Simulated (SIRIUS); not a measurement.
Set up this calculation in SIRIUS 7.10.0, as the native input.

```yaml
Task: single point
Functional: AM05
Potentials_or_basis: PseudoDojo 0.4.1 PBE standard (scalar relativistic)
Cutoff: 1152 eV
Density_cutoff: 4606 eV
k_mesh: 6 × 6 × 7
Occupations: fermi-dirac, width 0.05 eV
Spin: no spin polarisation
Libxc_names: "[\"XC_GGA_X_AM05\", \"XC_GGA_C_AM05\"]"
Energy_tol: 1e-08 Ha
Density_tol: 1e-06
Mixer: anderson
Mixing_beta: 0.7
Max_scf: 100
Radial_cutoff_for_the_potentials'_integrals: 6.5 bohr
```

ZrO:

```
Zr O
1.0
     1.82664   -2.91885    0.00000
     1.82664    2.91885    0.00000
     0.00000    0.00000    2.61994
Zr O
1 1
Direct
  0.00000 0.00000 0.00000
  0.50000 0.50000 0.00000
```

The cell was built by a generator and needn't be a form met in nature.

These files were run (other wordings do the same):

sirius.json

```json
{
  "control": {
    "processing_unit": "cpu",
    "verbosity": 2,
    "num_bands_to_print": 16,
    "print_forces": true,
    "print_stress": true
  },
  "parameters": {
    "electronic_structure_method": "pseudopotential",
    "xc_functionals": ["XC_GGA_X_AM05", "XC_GGA_C_AM05"],
    "gk_cutoff": 9.2,
    "pw_cutoff": 18.4,
    "ngridk": [6, 6, 7],
    "shiftk": [0, 0, 0],
    "smearing": "fermi_dirac",
    "smearing_width": 0.0018374661,
    "num_bands": 16,
    "num_mag_dims": 0,
    "num_dft_iter": 100,
    "energy_tol": 1e-08,
    "density_tol": 1e-06
  },
  "iterative_solver": {
    "type": "davidson",
    "min_tolerance": 1e-09,
    "tolerance_scale": [0.1, 0.25]
  },
  "mixer": {
    "type": "anderson",
    "beta": 0.7,
    "max_history": 8
  },
  "settings": {
    "tol_ne": 1e-10,
    "pseudo_grid_cutoff": 6.5
  },
  "unit_cell": {
    "lattice_vectors": [
      [3.451849063725, -5.515825719364, 0.0],
      [3.451849063725, 5.515825719364, 0.0],
      [0.0, 0.0, 4.950965982698]
    ],
    "atom_coordinate_units": "lattice",
    "atom_types": ["Zr", "O"],
    "atom_files": {
      "O": "O.json",
      "Zr": "Zr.json"
    },
    "atoms": {
      "Zr": [
        [0.0, 0.0, 0.0]
      ],
      "O": [
        [0.5, 0.5, 0.0]
      ]
    }
  }
}
```

Potentials or basis: PseudoDojo 0.4.1 PBE standard (scalar relativistic).

Command:

```bash
$ upf_to_json O.upf
$ upf_to_json Zr.upf
$ OMP_NUM_THREADS=1 sirius.scf --input=sirius.json --output=out.json --task=0
```

Results of the run:

The pressure is 60.2 GPa and the band gap on the k mesh is none (metal or under the smearing width).

Caveat: a pressure of tens of GPa on the cell as given is suspect, and the run, the potentials or the cell itself is likely at fault; the potentials were made for another functional, which shifts forces and pressure.

Wall time 52 s on 1 thread of Arm Neoverse V1 (shared host), peak memory 0.39 GiB.
